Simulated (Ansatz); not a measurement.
Set up this calculation in Ansatz 0.2.0, as the native input.

- Task: relaxation of cell and atoms
- Functional: BLYP
- Potentials or basis: Ansatz PAW
- Cutoff: 420 eV (not typed: the program's choice for these potentials)
- k mesh: 11 × 11 × 11
- Occupations: fermi-dirac, width 0.05 eV
- Spin: collinear spin, ferromagnetic start
- Starting moments: [2.0, 0.0] μB

Crystal: CoO.

```
Co O
1.0
     0.00000    2.13150    2.13150
     2.13150    0.00000    2.13150
     2.13150    2.13150    0.00000
Co O
1 1
Direct
  0.00000 0.00000 0.00000
  0.50000 0.50000 0.50000
```

These files were run (other wordings do the same):

input.yaml

```yaml
crystal:
  lattice:
    - [0.0, 2.1315, 2.1315]
    - [2.1315, 0.0, 2.1315]
    - [2.1315, 2.1315, 0.0]
  atoms:
    - { symbol: Co, position: [0.0, 0.0, 0.0], spin: 2.0 }
    - { symbol: O, position: [0.5, 0.5, 0.5] }
hamiltonian:
  xc: blyp
  pseudopotentials: { kind: paw }
magnetization:
  spin_polarized: true
kpoints:
  mp_grid: { grid: [11, 11, 11] }
scf:
  occupations: { method: fermi_dirac, width: 0.05 }
output:
  forces: true
  stress: true
  eigenvalues: true
relax:
  f_tol: 0.01
  max_steps: 40
  cell: { stress_tol: 0.05 }
```

Potentials or basis: Ansatz PAW.

The run is started by

```bash
$ ansatz run input.yaml --threads 2 --pin off --max-ram 5632MiB --backend cpu --events-out ev --progress --plain --runs-dir out
```

Results of the run:

The relaxed volume is 9.98 Å³/atom, the relaxed cell is a = 3.045 Å, b = 3.045 Å, c = 3.045 Å, α = 60.00°, β = 60.00°, γ = 60.00° and the space group after relaxing (to 0.05 Å) is Fm-3m (No. 225). The energy gained by relaxing is 4.4 meV/atom, the ionic steps are 7 and the pressure after relaxing is 0.0 GPa. The band gap on the k mesh is none (metal or under the smearing width). The net moment is 2.89 μB per cell, the absolute moment is 2.91 μB per cell and the site moments are Co +2.46; O +0.32 μB.

Caveat: the plane-wave basis is chosen anew once the cell has moved, so the energies of steps on either side of that aren't comparable; the pressure holds a Pulay correction of +0.9 GPa for the finite cutoff; a cell with one magnetic atom can't hold antiferromagnetic order, which such compounds often take; semilocal functionals often make such compounds metallic where correlation or magnetic order opens a gap, which also shifts bond lengths; the PAW data sets come from PBE, with cores solved anew for the run's functional, which leaves a small shift of forces and pressure.

Wall time 9.1 s on 2 threads of Intel(R) Xeon(R) Platinum 8488C (Sapphire Rapids) (shared host), peak memory 0.38 GiB.
